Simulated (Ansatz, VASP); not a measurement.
One calculation of As, two programs

```xyz
2
Lattice="3.5646 0.0000 0.0000 -1.7823 3.0870 0.0000 0.0000 0.0000 26.6000" Properties=species:S:1:pos:R:3 pbc="T T T"
As    0.0000    2.0580    6.9978
As    1.7823    1.0290    8.4022
```

Alike in both runs: functional revPBE; dispersion D3(BJ); k mesh 12 × 12 × 1; occupations gaussian, width 0.03 eV; no spin polarisation.

Ansatz relaxed the structure, and its values are those at the end. VASP's run is a single point on that final structure, the one shown.

|  | VASP | Ansatz |
| --- | --- | --- |
| version | VASP 6.6.1 | Ansatz 0.2.0 |
| potentials or method | VASP PAW PBE potentials, release 64 (As) | scalar-relativistic, plane waves, PAW |
| plane-wave cutoff (eV) | 520 | 420 |
| valence electrons in the cell | 10 | 30 |

VASP gave:

```
gap on the k mesh at the Fermi level (eV) : 1.56
least direct gap on the mesh (eV)         : 2.11
rms of the force components (eV/Å)        : 0.048
```

Question: Estimate Ansatz's values.

Answer: gap on the k mesh at the Fermi level (eV): 1.56; least direct gap on the mesh (eV): 2.12; rms of the force components (eV/Å): 0.001.

The two sets of potentials don't hold the same shells in valence. Ansatz warned: «slab_cell_height_set».

Caveats: the PAW data sets were made with another functional, which shifts forces and pressure a little (VASP).
